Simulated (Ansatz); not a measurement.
# Si2Mo (P6_222) in Ansatz: relaxation of cell and atoms with BLYP+D3(BJ)

Aim: the relaxation of cell and atoms of Si2Mo with BLYP+D3(BJ).

All numbers are computed with Ansatz 0.2.0; they aren't measurements. Logs are shortened: lines on timing, memory, paths and dates and some standing lists are left out, and cuts for length are marked.

### 1 The structure

It takes space group P6_222 (No. 180, hexagonal). Conventional cell: a = 4.585 Å, b = 4.585 Å, c = 6.580 Å, α = 90.00°, β = 90.00°, γ = 120.00°. Mo (site symmetry 222) has 10 Si at 2.57 to 2.67 Å as nearest neighbours. Si (site symmetry 2) has 5 Si at 2.55 to 2.67 Å and 5 Mo at 2.57 to 2.67 Å as nearest neighbours.

Measurements of this composition are mostly on another form, of space group No. 139.

### 2 Relaxation of cell and atoms, BLYP+D3(BJ)

input.yaml

```yaml
crystal:
  lattice:
    - [4.5854715599, 0.0, 0.0]
    - [-2.29273578, 3.9711348592, 0.0]
    - [0.0, 0.0, 6.5797601]
  atoms:
    - { symbol: Mo, position: [0.5, 0.5, 0.8333333333] }
    - { symbol: Mo, position: [0.0, 0.5, 0.1666666667] }
    - { symbol: Mo, position: [0.5, 0.0, 0.5] }
    - { symbol: Si, position: [0.16387298, 0.32774596, 0.5] }
    - { symbol: Si, position: [0.67225404, 0.83612702, 0.1666666667] }
    - { symbol: Si, position: [0.83612702, 0.16387298, 0.8333333333] }
    - { symbol: Si, position: [0.83612702, 0.67225404, 0.5] }
    - { symbol: Si, position: [0.32774596, 0.16387298, 0.1666666667] }
    - { symbol: Si, position: [0.16387298, 0.83612702, 0.8333333333] }
hamiltonian:
  xc: blyp
  pseudopotentials: { kind: paw }
  dispersion: d3bj
kpoints:
  mp_grid: { grid: [7, 7, 4] }
scf:
  occupations: { method: fermi_dirac, width: 0.05 }
output:
  forces: true
  stress: true
  eigenvalues: true
  write_density: true
  write_potential: true
  elf: true
  volumetric_format: npy
relax:
  f_tol: 0.01
  max_steps: 40
  cell: { stress_tol: 0.05 }
```

Potentials or basis: Ansatz PAW.

Command:

```bash
ansatz run input.yaml --threads 4 --pin off --max-ram 11264MiB --backend cpu --events-out ev --progress --plain --runs-dir out
```

What it wrote:

```text
Warning: RAYON_NUM_THREADS=4 ignored (pool sized by the plan → 4); use --threads N
Engine: ansatz 0.2.0, x86_64-unknown-linux-gnu
Pseudopotentials: kind: paw
Pseudopotential: Mo, paw, valence charge 14, recommended cutoff 420 eV (normal), Mo.paw.azcp
Pseudopotential: Si, paw, valence charge 4, recommended cutoff 420 eV (normal), Si.paw.azcp
Functional definition: BLYP
  parameter beta = 0.0042
  parameter a = 0.04918
  parameter b = 0.132
  parameter c = 0.2533
  parameter d = 0.349
  exchange = b88_x(beta = beta)
  correlation = lyp_c(a = a, b = b, c = c, d = d)
Crystal: 9 atoms, lattice volume = 119.814 Å³
Basis set: ecut = 420 eV, 2331 PW (Γ), exchange–correlation on 64×64×90 points (8 copies of the dense FFT grid, shifted against one another)
Bands: 42, of which v1, the nominal top of the filled ones, is band 33 counted from 1 (32 counted from 0)
Symmetry: 12 space group operations
Space group: P6222 (ITA 180), of the structure as read, at distance tolerance 4.9e-5 Å
k-points: 24 of 196 (time reversal used)
Non-local potential: Mo, projectors of the file, l = 0: 3, l = 1: 2, l = 2: 2, l = 3: 1
Non-local potential: Si, projectors of the file, l = 0: 2, l = 1: 2, l = 2: 2
PAW form: soft (Blöchl's): semilocal exchange-correlation on the pseudo side does not see the compensation charge
PAW frozen core: Mo, regenerated for the run's functional, and the local potential with it (the file was generated under x = pbe(κ = 0.804, μ = 0.2195149727645171), c = pbe(β = 0.06672455060314922))
PAW frozen core: Si, regenerated for the run's functional, and the local potential with it (the file was generated under x = pbe(κ = 0.804, μ = 0.2195149727645171), c = pbe(β = 0.06672455060314922))
PAW one-centre angular grid: Mo, 590 points (default); XC on 64 Gauss nodes
PAW one-centre angular grid: Si, 110 points (default); XC on 64 Gauss nodes
Initial density: superposition of atomic densities (neutral atoms: chi_scale 0, normalization atom), corrected by the library's trained network
Initial wavefunctions: pseudopotential atomic-orbital guess
Functional: x = b88, c = lyp
SCF iter   1: F=—  HF=-18756.550352 eV  |F-HF|=—  |Δ(HF+E_count)|=         —  Δρ=1.27e-2  dr2=2.14e-1  ethr=1.77e-3  ⟨swp⟩=7.4  Hψ=4376  notcnv=0
preconditioner: auto → Resta (q_TF=auto, 2.470 Å⁻¹)  ε∞=10.5  [insulator: Δε(μ)=0.291 eV  Ē_g=7.127 eV  σ=0.050 eV  W_gap=0.90  n_scr=22 (ndim 8)  ℏωp=22.0 eV  f_vac=0.000  D(μ)=0.13/eV (n_scr^D=0)  ε∞_Penn≈10.5]
SCF iter   2: F=—  HF=-18756.518773 eV  |F-HF|=—  |Δ(HF+E_count)|=   3.16e-2  Δρ=6.36e-3  dr2=4.43e-2  ethr=3.24e-4  ⟨swp⟩=2.0  Hψ=1367  notcnv=0  defer=39
SCF iter   3: F=—  HF=-18756.512150 eV  |F-HF|=—  |Δ(HF+E_count)|=   6.62e-3  Δρ=1.56e-3  dr2=2.68e-3  ethr=6.72e-5  ⟨swp⟩=2.3  Hψ=1450  notcnv=0  defer=39
SCF iter   4: F=—  HF=-18756.511838 eV  |F-HF|=—  |Δ(HF+E_count)|=   3.12e-4  Δρ=1.60e-4  dr2=1.65e-5  ethr=4.07e-6  ⟨swp⟩=2.8  Hψ=1463  notcnv=0  defer=39
SCF iter   5: F=—  HF=-18756.511873 eV  |F-HF|=—  |Δ(HF+E_count)|=   3.44e-5  Δρ=2.82e-5  dr2=6.57e-7  ethr=2.49e-8  ⟨swp⟩=2.1  Hψ=1457  notcnv=0  defer=39
SCF iter   6: F=-18756.511873 eV  HF=-18756.511873 eV  |F-HF|=9.56e-9  |Δ(HF+E_count)|=   5.75e-7  Δρ=4.60e-6  dr2=1.84e-8  ethr=1.52e-10  ⟨swp⟩=13.5  Hψ=6896  notcnv=0
SCF 1 converged in 6 iterations: F = -18756.511873 eV  dr2 = 1.84e-8
relax step   1: F+E_penalty+E_count = -18756.51187338 eV  Δ(F+E_penalty+E_count) = +0.000e0 eV  max|allowed force component| = 5.541e-3 eV/Å  Δτ_max = 0.0000 Å  P = -3.948 GPa  Ω = 119.814 Å³  (6 SCF iters, dr2 threshold 1.00e-7 eV, accepted)
Crystal: 9 atoms, lattice volume = 117.107 Å³
Basis set: ecut = 420 eV, 2307 PW (Γ), exchange–correlation on 64×64×90 points (8 copies of the dense FFT grid, shifted against one another)
Initial density: handed on by an earlier stage of this run
Initial wavefunctions: those handed on with the density
iter 1 solved again at ethr=3.02e-6 eV; its pass at ethr=3.10e-3 eV (dr2=1.99e-3 eV) is discarded
SCF iter   1: F=—  HF=-18756.541021 eV  |F-HF|=—  |Δ(HF+E_count)|=         —  Δρ=1.31e-3  dr2=1.95e-3  ethr=3.02e-6  ⟨swp⟩=1.9  Hψ=4765  notcnv=0
[... 47 lines left out ...]
iter 5 did not close the SCF: its close was put off for the readings that it lacked (scf_convergence_deferred on its scf_iter line)
SCF iter   5: F=-18756.541429 eV  HF=-18756.541429 eV  |F-HF|=7.28e-12  |Δ(HF+E_count)|=  2.18e-11  Δρ=2.26e-8  dr2=3.45e-13  ethr=1.00e-12  ⟨swp⟩=1.0  Hψ=1008  notcnv=0
iter 6 did not close the SCF: its close was put off for the readings that it lacked (scf_convergence_deferred on its scf_iter line)
SCF iter   6: F=-18756.541429 eV  HF=-18756.541429 eV  |F-HF|=3.64e-12  |Δ(HF+E_count)|=  7.28e-12  Δρ=6.41e-9  dr2=2.45e-14  ethr=1.00e-12  ⟨swp⟩=1.0  Hψ=1008  notcnv=0
iter 7 did not close the SCF: its close was put off for the readings that it lacked (scf_convergence_deferred on its scf_iter line)
SCF iter   7: F=-18756.541429 eV  HF=-18756.541429 eV  |F-HF|=3.64e-12  |Δ(HF+E_count)|=    0.00e0  Δρ=1.02e-9  dr2=1.38e-15  ethr=1.00e-12  ⟨swp⟩=1.0  Hψ=1008  notcnv=0
SCF iter   8: F=-18756.541429 eV  HF=-18756.541429 eV  |F-HF|=0.00e0  |Δ(HF+E_count)|=  7.28e-12  Δρ=3.14e-10  dr2=1.53e-16  ethr=1.00e-12  ⟨swp⟩=2.2  Hψ=2639  notcnv=0
SCF 5 converged in 8 iterations: F = -18756.541429 eV  dr2 = 1.53e-16
relax step   5: F+E_penalty+E_count = -18756.54142889 eV  Δ(F+E_penalty+E_count) = +5.625e-4 eV  max|allowed force component| = 6.073e-4 eV/Å  Δτ_max = 0.0000 Å  P = -0.012 GPa  Ω = 117.542 Å³  stress off target by 3.10e-2 GPa  SCF on the basis re-selected at this cell (its energy is not comparable with the rows above)  (8 SCF iters)
basis re-selected at this cell: Δ(F+E_penalty+E_count) = +5.625e-4 eV, ΔP = -0.008 GPa vs the last step (what re-selecting the basis moved, of the pressure what is left beyond the Pulay correction that the steps carried, after the strain that the cell walked since its last selection, with what the two solves' SCF thresholds leave and, on support functions, any second-order correction that the steps lacked; it is no measure of the basis error at this ecutwfc). This SCF's stress stands 3.10e-2 GPa from its target on what of the cell is left free (relax.cell.stress_tol is 5.00e-2 GPa) and its largest allowed force component is 6.07e-4 eV/Å (relax.f_tol is 1.00e-2 eV/Å): within both
SCF converged after 8 iterations
Free energy (F): -18756.541429 eV
Harris-Foulkes:  -18756.541429 eV  (|F-HF|=0.00e0)
Internal energy: -18756.539704 eV  (E = F + TS)
E sigma→0 (E₀):  -18756.540567 eV
Entropy (-TS):   -0.001724 eV (-0.192 meV/atom)
Fermi energy:    17.537547 eV
--- Per-component energies (eV) ---
  E_band       = -73.738342
  E_kinetic    = 1608.235193
  E_local      = -3402.930716  (includes V_loc(G=0)·N_el)
  E_nonlocal   = 589.584509
  E_hartree    = 1273.365686
  E_xc         = -879.757103
  E_vxc        = -965.610749  (∫ρ·V_xc dr)
  E_paw        = -12760.944850  (= ΣΔE_a)
  E_vpaw       = -449.748011  (= ΣTr[D̂ρ^β])
  E_aug_tail   = 0.000059  (compensation charges beyond the density's cutoff)
  E_ewald      = -5172.295752
  E_disp       = -12.148766  (pairwise vdW)
  E_core_change = 0.352036  (= ΣΔE_core)
  E_smearing   = -0.001724  (= −TS)
  E_closure    = 0.000000  (closes the sum)
  Σ components = -18756.541429   (vs F -18756.541429, Δ=0.00e0)
--- Forces (eV/Å), atoms counted from 1 ---
  atom   1  Mo    -0.00000000    -0.00000000    -0.00000000
  atom   2  Mo     0.00000000     0.00000000    -0.00000000
  atom   3  Mo    -0.00000000    -0.00000000     0.00000000
  atom   4  Si     0.00000000    -0.00060734     0.00000000
  atom   5  Si     0.00052597     0.00030367     0.00000000
  atom   6  Si     0.00052597    -0.00030367    -0.00000000
  atom   7  Si    -0.00000000     0.00060734    -0.00000000
  atom   8  Si    -0.00052597    -0.00030367     0.00000000
  atom   9  Si    -0.00052597     0.00030367     0.00000000
  max |Σ_I F_I| component: 7.36e-17 eV/Å
--- Stress (GPa, compression-positive) ---
       -0.002803       0.000000      -0.000000
        0.000000      -0.002803      -0.000000
       -0.000000      -0.000000      -0.030978
  P = ⅓ Tr σ = -0.0122 GPa (-0.122 kbar)
--- Band table (eV; the first three rows and the last of 24) ---
  k-point 0: bands = ["-43.6666", "-43.6337", "-43.6337", "-17.9166", "-17.9154", "-17.9154", "-17.9086", "-17.9086", "-17.8165", "-17.7496", "-17.7496", "-17.7337", "3.3570", "6.4651", "6.4651", "10.1792", "10.9015", "10.9015", "11.2673", "11.2673", "12.1653", "12.5358", "12.5358", "12.8660", "13.8341", "13.8341", "14.2667", "14.2667", "14.5053", "14.5053", "14.6948", "15.5134", "16.6899", "19.5040", "19.8852", "19.8852", "19.9615", "20.0754", "20.4053", "20.4053", "20.5205", "20.5205"]
  k-point 1: bands = ["-43.6636", "-43.6446", "-43.6257", "-17.9553", "-17.9203", "-17.9082", "-17.8954", "-17.8582", "-17.8184", "-17.7885", "-17.7512", "-17.7187", "3.5901", "5.2712", "7.6329", "10.3639", "10.7737", "10.8797", "10.9702", "11.7861", "11.8174", "12.1600", "12.1916", "12.3816", "13.9331", "14.0487", "14.1487", "14.3375", "14.7360", "15.1004", "15.1438", "15.5358", "17.0585", "19.5990", "19.6409", "19.7826", "19.9854", "20.0203", "20.1385", "20.1575", "20.3590", "20.4041"]
  k-point 2: bands = ["-43.6556", "-43.6556", "-43.6228", "-17.9696", "-17.9247", "-17.8937", "-17.8937", "-17.8151", "-17.8151", "-17.7977", "-17.7977", "-17.7072", "4.2591", "4.2591", "8.3299", "10.1795", "10.7406", "10.7842", "10.7842", "11.7380", "11.7380", "12.1509", "12.1509", "12.4845", "13.8478", "13.8757", "13.8757", "13.9746", "15.2433", "15.2433", "15.4894", "16.7536", "16.7536", "19.3387", "19.7754", "19.7754", "19.8388", "20.1373", "20.2210", "20.2210", "20.2637", "20.2637"]
  k-point 23: bands = ["-43.6550", "-43.6421", "-43.6360", "-17.9670", "-17.9566", "-17.9493", "-17.8743", "-17.8569", "-17.8436", "-17.7507", "-17.7472", "-17.7078", "6.1028", "6.1996", "6.8380", "7.7788", "8.0588", "9.3288", "11.2502", "11.4366", "11.9986", "12.6357", "13.6609", "13.7238", "14.0321", "14.0487", "14.2487", "14.3688", "15.2397", "15.6227", "15.8266", "16.1715", "16.9606", "18.0923", "18.5311", "18.7526", "19.2480", "19.4003", "19.6097", "19.7651", "20.1378", "20.7332"]
--- Relaxed structure (4 steps of the walk, 4 accepted, 1 SCFs on fresh bases) ---
  F+E_penalty+E_count = -18756.54142889 eV   max|allowed force component| = 6.073e-4 eV/Å   (the final SCF, on the basis selected at the relaxed cell)
  cell:  # Å, volume = 117.5422 Å³
    - [4.560781713010807, 2.8712179295757592e-11, 4.4784555218783325e-34]
    - [-2.280390856530269, 3.9497528245685127, -2.999996351370204e-35]
    - [5.14096097947163e-34, 2.5704804897358147e-34, 6.52506043813676]
  atoms:
    - { symbol: Mo, position: [0.5, 0.5, 0.8333333333333334] }
    - { symbol: Mo, position: [-2.4210135451360513e-35, 0.5, 0.16666666666666666] }
    - { symbol: Mo, position: [0.5, -1.2134254506115998e-20, 0.5] }
    - { symbol: Si, position: [0.16373286052088434, 0.3274657210417687, 0.5] }
    - { symbol: Si, position: [0.6725342789582313, 0.8362671394791157, 0.16666666666666666] }
    - { symbol: Si, position: [0.8362671394791157, 0.16373286052088437, 0.8333333333333334] }
    - { symbol: Si, position: [0.8362671394791157, 0.6725342789582314, 0.5] }
    - { symbol: Si, position: [0.32746572104176874, 0.16373286052088432, 0.16666666666666666] }
    - { symbol: Si, position: [0.16373286052088432, 0.8362671394791157, 0.8333333333333334] }
```

It took 8.1 s on 4 threads of Intel Xeon 6975P-C (Granite Rapids), shared host; peak memory 0.52 GiB.

Results:

| Item | Value |
| --- | --- |
| Free energy | -18756.5414 eV |
| Relaxed volume | 13.06 Å³/atom |
| Relaxed cell | a = 4.561 Å, b = 4.561 Å, c = 6.525 Å, α = 90.00°, β = 90.00°, γ = 120.00° |
| Space group after relaxing (to 0.05 Å) | P6_222 (No. 180) |
| Energy gained by relaxing | 3.3 meV/atom |
| Ionic steps | 5 |
| Pressure after relaxing | 0.0 GPa |
| Band gap on the k mesh | 0.27 eV, indirect (least direct gap 0.61 eV) |

Step by step:
```
step  energy change (eV)  largest force (eV/Å)  volume (Å³)
   1              0.0000                0.0055       119.81
   2             -0.0289                0.0389       117.11
   3             -0.0301                0.0059       117.55
   4             -0.0301                0.0006       117.54
   5             -0.0296                0.0006       117.54
```

Final structure:
```
Mo Si
1.0
     4.56078    0.00000    0.00000
    -2.28039    3.94975    0.00000
     0.00000    0.00000    6.52506
Mo Si
3 6
Direct
  0.50000 0.50000 0.83333
  0.00000 0.50000 0.16667
  0.50000 0.00000 0.50000
  0.16373 0.32747 0.50000
  0.67253 0.83627 0.16667
  0.83627 0.16373 0.83333
  0.83627 0.67253 0.50000
  0.32747 0.16373 0.16667
  0.16373 0.83627 0.83333
```

Levels at points of the mesh, in eV from the valence-band top:
```csv
k point,band 30,band 31,band 32,band 33,band 34,band 35,band 36,band 37
"(0.00, 0.00, 0.00)",-2.90,-2.71,-1.89,-0.71,2.10,2.48,2.48,2.56
"(0.00, 0.00, -0.50)",-2.16,-1.91,-0.65,-0.65,1.94,2.37,2.37,2.44
```

Caveat: odd divisions of the mesh miss points on the zone boundary, where band edges often lie, so the gap on the mesh can be too wide; the plane-wave basis is chosen anew once the cell has moved, so the energies of steps on either side of that aren't comparable; the PAW data sets come from PBE, with cores solved anew for the run's functional, which leaves a small shift of forces and pressure. A k mesh can miss the band edges.
